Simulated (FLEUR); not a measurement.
Li2S under changes of volume

One of the cells (15.344 Å³/atom); the others are scaled copies at fixed shape and fractional positions:

```
S Li
1.0
     0.00000    2.84450    2.84450
     2.84450    0.00000    2.84450
     2.84450    2.84450    0.00000
S Li
1 2
Direct
  0.00000 0.00000 0.00000
  0.75000 0.75000 0.75000
  0.25000 0.25000 0.25000
```

- Program: FLEUR MaX-R8.1 (later development tree)
- Functional: PBE
- Potentials or basis: all-electron
- Basis: FLAPW
- Kmax: 4.38 1/bohr
- k mesh: 8 × 8 × 8
- Occupations: fermi-dirac, width 0.05 eV
- Spin: no spin polarisation

```tsv
volume (Å³/atom)	energy over the lowest point (meV/atom)	gap on the mesh (eV)
14.423	10.06	3.34
14.730	4.81	3.36
15.037	?	?
15.344	0.00	3.39
15.650	0.09	3.40
15.957	1.64	3.41
16.264	4.51	3.42
```

Question: What does the run at 15.037 Å³/atom give?

Answer: Energy over the lowest point 1.52 meV/atom; gap on the mesh 3.37 eV.

Worked out: A Birch-Murnaghan fit of order 3 (a polynomial in V^(-2/3)) to the other rows has its minimum at 15.48 Å³/atom with B0 = V·E''(V) = 41 GPa and B' = 3.9. It gives 1.52 meV/atom at 15.037 Å³/atom, against the run's 1.52. A straight line through the other rows of the gap, of slope 0.658 eV per unit of ln V, gives 3.37 eV, against the run's 3.37.

Energies are extrapolated to zero smearing.

A mesh can miss the band edges.
